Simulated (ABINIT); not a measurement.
# TiB2 (P1) in ABINIT: convergence with cutoff

Aim: find how far cutoff must go before the results for TiB2 settle, at PBE. This setting moves, with any that are tied to it; all else stays.

Everything below comes from runs of ABINIT 10.8.3 (patched build). Logs are shortened: lines on timing, memory, paths and dates and some standing lists are left out, and cuts for length are marked. The log counts tension as positive stress, the text compression.

## (1) The cell of the first run

The typed cell holds 3 atoms: a = 3.029 Å, b = 3.029 Å, c = 3.228 Å, α = 90.00°, β = 90.00°, γ = 120.00°.

The cell isn't the ideal one: atoms moved at random, drawn with an rms of 0.05 Å.

## (2) With cutoff 17 Ha

Contents of run.abi:

```
# Pseudopotentials
pp_dirpath "./"
pseudos "Ti.upf, B.upf"

# Structure
acell 3.0292 3.0292 3.2284 Angstrom
rprim
     1.0000000000     0.0000000000     0.0000000000
    -0.5000000000     0.8660254038     0.0000000000
     0.0000000000     0.0000000000     1.0000000000
ntypat 2
znucl 22 5
natom 3
typat 1 2 2
xred
    -0.0033710000    -0.0139150000    -0.0152660000
     0.6563980000     0.3134780000     0.5027410000
     0.3314890000     0.6664920000     0.4940860000
chkprim 0
chksymtnons 0
tolsym 1.0e-6

# Plane-wave basis
ecut 17.0

# k points
kptopt 1
ngkpt 6 6 5
nshiftk 1
shiftk 0.0 0.0 0.0

# Exchange and correlation
ixc 11

# Bands and occupations
nband 13
occopt 3
tsmear 0.00367493

# SCF cycle
nstep 100
tolvrs 1.0e-10

# Output
iomode 3
prtwf 0
prtden 0
prteig 0
prtebands 0
enunit 2
```

Potentials or basis: PseudoDojo NC SR PBE v0.4.1 standard.

The run is started by

```sh
$ abinit run.abi > log 2>&1
```

run.abo:

```text
.Version 10.8.3 of ABINIT
 Symmetries : space group P1 (#  1); Bravais aP (primitive triclinic)
================================================================================
 Values of the parameters that define the memory need of the present run
     intxc =       0    ionmov =       0      iscf =       7    lmnmax =       6
     lnmax =       6     mgfft =      24  mpssoang =       3    mqgrid =    3001
     natom =       3  nloc_mem =       1    nspden =       1   nspinor =       1
    nsppol =       1      nsym =       1    n1xccc =    2501    ntypat =       2
    occopt =       3   xclevel =       2
       mpw =         594          nfft =       13824          nkpt =          92
================================================================================
================================================================================

--------------------------------------------------------------------------------
------------- Echo of variables that govern the present computation ------------
--------------------------------------------------------------------------------
 -outvars: echo values of preprocessed input variables --------
            acell      5.7243583806E+00  5.7243583806E+00  6.1007918249E+00 Bohr
              amu      4.78800000E+01  1.08110000E+01
          chkprim           0
      chksymtnons           0
             ecut      1.70000000E+01 Hartree
           enunit           2
                       outvar_i_n : Printing only first  50 k-points.
              ixc          11
                       outvar_i_n : Printing only first  50 k-points.
         kptrlatt        6    0    0      0    6    0      0    0    5
          kptrlen      3.05039591E+01
            natom           3
            nband          13
            ngfft          24      24      24
             nkpt          92
            nstep         100
             nsym           1
           ntypat           2
[... 172 lines left out ...]

 Fermi (or HOMO) energy (eV) =  12.22495   Average Vxc (eV)= -12.91365
 Eigenvalues (   eV  ) for nkpt=  92  k points:
 kpt#   1, nband= 13, wtk=  0.00556, kpt=  0.0000  0.0000  0.0000 (reduced coord)
 -46.24045  -23.18350  -22.85419  -22.84654   -1.53625    9.39617    9.51022    9.82427
  10.15907   14.86949   14.93925   16.52048   16.87037
 prteigrs : prtvol=0 or 1, do not print more k-points.

--- !EnergyTerms
iteration_state     : {dtset: 1, }
comment             : Components of total free energy in Hartree
kinetic             :  2.66430569815958E+01
hartree             :  1.15381142185938E+01
xc                  : -1.11970925319594E+01
Ewald energy        : -5.12929658121285E+01
psp_core            :  2.23099252584113E+00
local_psp           : -4.42221067759733E+01
non_local_psp       :  1.15919137473556E+00
internal            : -6.51408100192948E+01
'-kT*entropy'       : -6.41451899912803E-04
total_energy        : -6.51414514711947E+01
total_energy_eV     : -1.77258919660651E+03
band_energy         : -6.02747716100534E+00
...

 Cartesian components of stress tensor (hartree/bohr^3)
  sigma(1 1)=  3.48909979E-03  sigma(3 2)= -3.32098251E-06
  sigma(2 2)=  3.40613585E-03  sigma(3 1)=  4.70930926E-06
  sigma(3 3)=  3.56853303E-03  sigma(2 1)= -1.33469877E-06

-Cartesian components of stress tensor (GPa)         [Pressure= -1.0262E+02 GPa]
- sigma(1 1)=  1.02652860E+02  sigma(3 2)= -9.77066788E-02
- sigma(2 2)=  1.00211977E+02  sigma(3 1)=  1.38552662E-01
- sigma(3 3)=  1.04989867E+02  sigma(2 1)= -3.92681934E-02

== END DATASET(S) ==============================================================
================================================================================

 -outvars: echo values of variables after computation  --------
            acell      5.7243583806E+00  5.7243583806E+00  6.1007918249E+00 Bohr
           etotal     -6.5141451471E+01
            fcart     -4.9748426441E-03  3.4567056487E-03  1.5887055676E-02
                       1.1906557092E-03  1.7033195427E-02 -1.1393326589E-02
                       3.7841869349E-03 -2.0489901076E-02 -4.4937290870E-03
            rprim      1.0000000000E+00  0.0000000000E+00  0.0000000000E+00
                      -5.0000000000E-01  8.6602540380E-01  0.0000000000E+00
                       0.0000000000E+00  0.0000000000E+00  1.0000000000E+00
           strten      3.4890997866E-03  3.4061358505E-03  3.5685330330E-03
                      -3.3209825112E-06  4.7093092617E-06 -1.3346987656E-06
           xangst      1.0864225800E-02 -3.6504112192E-02 -4.9284754400E-02
                       1.5135670428E+00  8.2236694801E-01  1.6230490444E+00
                      -5.3223044000E-03  1.7484512212E+00  1.5951072424E+00
             xred     -3.3710000000E-03 -1.3915000000E-02 -1.5266000000E-02
                       6.5639800000E-01  3.1347800000E-01  5.0274100000E-01
                       3.3148900000E-01  6.6649200000E-01  4.9408600000E-01
 Calculation completed.
```

Run time: 23 s. Hardware: 1 thread of Arm Neoverse V1, shared host; peak memory 0.06 GiB.

What came out:

| Quantity | Value |
| --- | --- |
| Free energy | -1772.5892 eV |
| Largest force | 1.096 eV/Å |
| Band gap on the k mesh | none (metal or under the smearing width) |
| Valence electrons inside the program's atomic spheres | Ti 9.43; B 2.85, 2.86 |

## (3) With cutoff 21 Ha

run.abi, as its differences from that of step 2:

```diff
@@ -23,3 +23,3 @@
 # Plane-wave basis
-ecut 17.0
+ecut 21.0
```

Potentials or basis: PseudoDojo NC SR PBE v0.4.1 standard.

The run is started by

```sh
$ abinit run.abi > log 2>&1
```

Wall time 28 s (1 thread of Arm Neoverse V1, shared host); peak memory 0.07 GiB.

Results (log left out):

```
Free energy                                           : -1776.2115 eV
Largest force                                         : 0.901 eV/Å
Band gap on the k mesh                                : none (metal or under the smearing width)
Valence electrons inside the program's atomic spheres : Ti 9.52; B 2.85, 2.86
```

## (4) With cutoff 25 Ha

run.abi, as its differences from that of step 3:

```diff
@@ -23,3 +23,3 @@
 # Plane-wave basis
-ecut 21.0
+ecut 25.0
```

The run is started by

```sh
$ abinit run.abi > log 2>&1
```

Wall time 41 s (1 thread of Arm Neoverse V1, shared host); peak memory 0.07 GiB.

The run converged. Its results:

```
Free energy                                           : -1777.6975 eV
Largest force                                         : 0.937 eV/Å
Band gap on the k mesh                                : none (metal or under the smearing width)
Valence electrons inside the program's atomic spheres : Ti 9.57; B 2.83, 2.82
```

## (5) With cutoff 29.5 Ha

run.abi, as its differences from that of step 4:

```diff
@@ -23,3 +23,3 @@
 # Plane-wave basis
-ecut 25.0
+ecut 29.5
```

The run is started by

```sh
$ abinit run.abi > log 2>&1
```

Wall time 48 s (1 thread of Arm Neoverse V1, shared host); peak memory 0.08 GiB.

The run converged. Its results:

| Quantity | Value |
| --- | --- |
| Free energy | -1778.2025 eV |
| Largest force | 0.945 eV/Å |
| Band gap on the k mesh | none (metal or under the smearing width) |
| Valence electrons inside the program's atomic spheres | Ti 9.58; B 2.83, 2.82 |

## (6) With cutoff 35.5 Ha

run.abi, as its differences from that of step 5:

```diff
@@ -23,3 +23,3 @@
 # Plane-wave basis
-ecut 29.5
+ecut 35.5
```

Potentials or basis: PseudoDojo NC SR PBE v0.4.1 standard.

The run is started by

```sh
$ abinit run.abi > log 2>&1
```

It took 66 s on 1 thread of Arm Neoverse V1, shared host; peak memory 0.09 GiB.

Results (log left out):

* Free energy: -1778.3204 eV
* Largest force: 0.937 eV/Å
* Band gap on the k mesh: none (metal or under the smearing width)
* Valence electrons inside the program's atomic spheres: Ti 9.59; B 2.83

## (7) With cutoff 42 Ha

run.abi, as its differences from that of step 6:

```diff
@@ -23,3 +23,3 @@
 # Plane-wave basis
-ecut 35.5
+ecut 42.0
```

The run is started by

```sh
$ abinit run.abi > log 2>&1
```

Run time: 94 s. Hardware: 1 thread of Arm Neoverse V1, shared host; peak memory 0.1 GiB.

It converged, with:

```
Free energy                                           : -1778.3276 eV
Pressure                                              : 1.0 GPa
Largest force                                         : 0.937 eV/Å
Band gap on the k mesh                                : none (metal or under the smearing width)
Valence electrons inside the program's atomic spheres : Ti 9.58; B 2.83
```

## (8) With cutoff 48.5 Ha

run.abi, as its differences from that of step 7:

```diff
@@ -23,3 +23,3 @@
 # Plane-wave basis
-ecut 42.0
+ecut 48.5
```

The run is started by

```sh
$ abinit run.abi > log 2>&1
```

Wall time 1.9 min (1 thread of Arm Neoverse V1, shared host); peak memory 0.11 GiB.

The run converged. Its results:

* Free energy: -1778.3279 eV
* Pressure: 1.0 GPa
* Largest force: 0.937 eV/Å
* Band gap on the k mesh: none (metal or under the smearing width)
* Valence electrons inside the program's atomic spheres: Ti 9.59; B 2.83

## (9) With cutoff 56.5 Ha

run.abi, as its differences from that of step 8:

```diff
@@ -23,3 +23,3 @@
 # Plane-wave basis
-ecut 48.5
+ecut 56.5
```

Potentials or basis: PseudoDojo NC SR PBE v0.4.1 standard.

The run is started by

```sh
$ abinit run.abi > log 2>&1
```

It took 2.4 min on 1 thread of Arm Neoverse V1, shared host; peak memory 0.13 GiB.

Results (log left out):

| Item | Value |
| --- | --- |
| Free energy | -1778.3284 eV |
| Pressure | 1.0 GPa |
| Largest force | 0.937 eV/Å |
| Band gap on the k mesh | none (metal or under the smearing width) |
| Valence electrons inside the program's atomic spheres | Ti 9.58; B 2.83 |

## (10) With cutoff 67 Ha

run.abi, as its differences from that of step 9:

```diff
@@ -23,3 +23,3 @@
 # Plane-wave basis
-ecut 56.5
+ecut 67.0
```

The run is started by

```sh
$ abinit run.abi > log 2>&1
```

Wall time 3.3 min (1 thread of Arm Neoverse V1, shared host); peak memory 0.16 GiB.

The run converged. Its results:

- Free energy: -1778.3287 eV
- Pressure: 1.0 GPa
- Largest force: 0.937 eV/Å
- Band gap on the k mesh: none (metal or under the smearing width)
- Valence electrons inside the program's atomic spheres: Ti 9.58; B 2.83

## (11) The series at a glance

```tsv
cutoff	energy less the tightest run, at zero smearing (meV/atom)	largest force (eV/Å)	SCF cycles	CPU time (s)	peak memory (GiB)
17 Ha	1912.72	1.096	11	23	0.06
21 Ha	705.60	0.901	11	28	0.07
25 Ha	210.31	0.937	12	41	0.07
29.5 Ha	42.06	0.945	11	48	0.08
35.5 Ha	2.77	0.937	12	66	0.09
42 Ha	0.37	0.937	13	94	0.1
48.5 Ha	0.26	0.937	13	110	0.11
56.5 Ha	0.11	0.937	13	150	0.13
67 Ha	0.00	0.937	13	200	0.16
```

Against the tightest run, the energy stays within 1 meV/atom from 42 Ha on; the largest force stays within 0.005 eV/Å from 35.5 Ha on. The tightest run that finished is the yardstick and may itself not be fully converged.

Caveats: all runs use coarse meshes.
